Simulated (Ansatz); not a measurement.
AlGa$_{3}$N$_{4}$: pressure against volume

AlGa$_{3}$N$_{4}$, P-43m, a = 4.465 Å. The structure is a Materials Project entry; whether it is the stable form wasn't checked. Ansatz: r2SCAN, PAW, 500 eV, Γ-centred 6×6×6 mesh on 8 atoms, Gaussian smearing 0.02 eV; no spin polarisation. Shape and atoms are relaxed at each volume; pressure is positive in compression.

| V (Å³/atom) | P (GPa) |
| --- | --- |
| 9.794 | ? |
| 10.128 | 22.99 |
| 10.462 | 14.11 |
| 10.796 | 6.51 |
| 11.129 | 0.01 |
| 11.463 | -5.56 |
| 11.797 | -10.31 |
| 12.242 | -15.60 |

Task: Take V0 = 11.129 Å³/atom, count pressures from its P0 = 0.01 GPa, fit the third-order Birch–Murnaghan form to the other rows, and predict the missing pressure.

Result: With the Eulerian strain f = ½[(V0/V)^(2/3) − 1] and y = (P − P0)/[3f(1 + 2f)^(5/2)], the form is the line y = B0 + 1.5 B0 (B0′ − 4) f. Rows (f, y): 0.03242, 201.9; 0.02103, 201.6; 0.01023, 201.3; -0.00976, 199.8; -0.01906, 198.9; -0.03078, 198.2. Means f = 0.0006800, y = 200.28; Σ(Δf)² = 0.003001, ΣΔfΔy = 0.1857; the slope is their ratio. y = 200.2 + 61.88 f GPa, so B0 = 200.2 GPa and B0′ = 4 + 2 × (61.88)/(3 × 200.2) = 4.21. At V = 9.794, f = 0.04446, y = 202.95 and P = 33.50 GPa. The run gave 33.38 GPa, so the fit is 0.12 GPa too high, a small miss on the scale of the series.

The fit describes a stiff solid that hardens under compression, with B0 = 200.2 GPa, as expected for a nitride of this family. The stiffness comes from short, strongly polar covalent metal-nitrogen bonds; squeezing them raises the Pauli repulsion between closed shells and overlapping bond charge faster than the bonding gains. Because B0′ = 4.21 lies close to 4, the energy is almost quadratic in Eulerian strain, and the third-order term is only a modest correction.

The miss at the smallest volume nevertheless looks systematic. The reduced pressure y rises with f through every fitted row, but more slowly on the compressed side than on the expanded side, so a straight line carried beyond the data overshoots. This suggests a small negative higher-order strain term, although a volume-dependent basis-set error in the stress could bend the points similarly. B0 is therefore better supported than B0′, which depends more on the strain range chosen. The smooth curve doesn't exclude a pressure-driven transition to a denser, rocksalt-like phase, since no competing structure was followed.
